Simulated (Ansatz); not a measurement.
## Se under changes of volume

One of the cells (27.261 Å³/atom); the others are scaled copies at fixed shape and fractional positions:

```
Se
1.0
     4.36620    0.00000    0.00000
    -2.18310    3.78124    0.00000
     0.00000    0.00000    4.95360
Se
3
Direct
  0.77460 0.77460 0.00000
  0.00000 0.22540 0.66667
  0.22540 0.00000 0.33333
```

| Property | Result |
| --- | --- |
| Program | Ansatz 0.2.0 |
| Functional | PBE |
| Potentials or basis | Ansatz PAW |
| Cutoff | 420 eV (not typed: the program's choice for these potentials) |
| k mesh | 7 × 7 × 6 |
| Occupations | fermi-dirac, width 0.05 eV |
| Spin | no spin polarisation |

```csv
volume (Å³/atom),energy over the lowest point (meV/atom),pressure (GPa),gap on the mesh (eV),largest force (eV/Å)
25.625,60.70,7.1,1.15,1.100
26.170,39.24,5.5,1.18,0.850
26.716,?,?,?,?
27.261,11.32,2.8,1.21,0.401
27.806,3.88,1.6,1.21,0.200
28.351,0.24,0.6,1.19,0.012
28.896,0.00,-0.4,1.16,0.164
```

Question: What does the run at 26.716 Å³/atom give?

Answer: Energy over the lowest point 22.95 meV/atom; pressure 4.1 GPa; gap on the mesh 1.20 eV; largest force 0.618 eV/Å.

Worked out: A Birch-Murnaghan fit of order 3 (a polynomial in V^(-2/3)) to the other rows has its minimum at 28.66 Å³/atom with B0 = V·E''(V) = 50 GPa and B' = 4.4 at fixed shape and positions, which overstates the stiffness. It gives 22.93 meV/atom at 26.716 Å³/atom, against the run's 22.95, and -dE/dV = 4.1 GPa, against 4.1. A parabola through the other rows of the gap, of slope 0.69 eV per unit of ln V there, gives 1.20 eV, against the run's 1.20.

Energies are extrapolated to zero smearing.

Caveats: odd divisions of the mesh miss points on the zone boundary, where band edges often lie, so the gap on the mesh can be too wide; forces of over 1 eV/Å show positions far from the minimum, so gaps and moduli don't describe the material at rest (some runs).

A mesh can miss the band edges. Spin-orbit coupling on Se is left out.
